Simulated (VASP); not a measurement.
Te2Mo:

```xyz
6
Lattice="3.5182 0.0000 0.0000 -1.7591 3.0469 0.0000 0.0000 0.0000 13.9736" Properties=species:S:1:pos:R:3 pbc="T T T"
Te    1.7591    1.0156    5.2960
Te    0.0000    2.0312   12.2828
Te    1.7591    1.0156    1.6908
Te    0.0000    2.0312    8.6776
Mo    1.7591    1.0156   10.4802
Mo    0.0000    2.0312    3.4934
```

- Program: VASP 6.6.1
- Task: relaxation of cell and atoms
- Functional: PBE
- Potentials or basis: VASP PAW PBE potentials, release 54 (Te, Mo)
- Cutoff: 580 eV
- k mesh: 9 × 9 × 2
- Occupations: fermi-dirac, width 0.05 eV
- Spin: no spin polarisation

At the start: pressure 2.5 GPa; volume 24.96 Å³/atom.

Problem. How do energy, volume and symmetry change on relaxing?

Solution. Over 27 steps the energy falls by 12.8 meV/atom and the volume is 27.65 Å³/atom (+10.8 %); space group P6_3/mmc (No. 194, to 0.05 Å).

The path:
```csv
step,energy change (eV),largest force (eV/Å),pressure (GPa),volume (Å³)
1,0.0000,0.1177,2.51,149.79
2,0.0335,0.7124,-3.11,158.42
3,-0.0262,0.2309,0.10,153.14
4,-0.0341,0.1706,0.04,154.09
5,-0.0404,0.0463,-0.04,156.01
6,-0.0469,0.0424,-0.04,156.62
7,-0.0614,0.0289,0.01,158.43
8,-0.0740,0.0022,0.27,161.98
9,-0.0747,0.0083,0.35,162.85
10,-0.0692,0.2026,-1.07,166.62
11,-0.0757,0.0509,-0.05,163.89
12,-0.0761,0.0071,-0.04,164.70
13,-0.0762,0.0119,-0.06,164.43
14,-0.0762,0.0136,-0.05,164.41
15,-0.0762,0.0131,-0.04,164.42
16,-0.0763,0.0140,0.12,164.22
17,-0.0763,0.0021,0.06,164.30
18,-0.0763,0.0010,0.06,164.33
19,-0.0764,0.0095,0.08,164.41
20,-0.0765,0.0200,0.01,164.61
21,-0.0765,0.0270,-0.03,164.74
22,-0.0766,0.0205,-0.02,164.83
23,-0.0767,0.0009,0.01,165.11
24,-0.0767,0.0038,0.01,165.18
25,-0.0767,0.0024,0.00,165.35
26,-0.0768,0.0026,-0.06,165.85
27,-0.0769,0.0021,-0.02,165.90
```

Final structure:
```cif
data_structure
_symmetry_space_group_name_H-M 'P 1'
_symmetry_Int_Tables_number 1
_cell_length_a 3.5528
_cell_length_b 3.5528
_cell_length_c 15.1769
_cell_angle_alpha 90.000
_cell_angle_beta 90.000
_cell_angle_gamma 120.000
_cell_volume 165.90
loop_
_atom_site_label
_atom_site_type_symbol
_atom_site_fract_x
_atom_site_fract_y
_atom_site_fract_z
_atom_site_occupancy
Te1 Te 0.66667 0.33333 0.36891 1
Te2 Te 0.33333 0.66667 0.86891 1
Te3 Te 0.66667 0.33333 0.13109 1
Te4 Te 0.33333 0.66667 0.63109 1
Mo1 Mo 0.66667 0.33333 0.75000 1
Mo2 Mo 0.33333 0.66667 0.25000 1
```

Caveat: this functional lacks dispersion, which binds the layers, so the pressure and a relaxed spacing across them are unreliable; the volume moved by +11 % from the deposited cell, more than functionals usually miss.
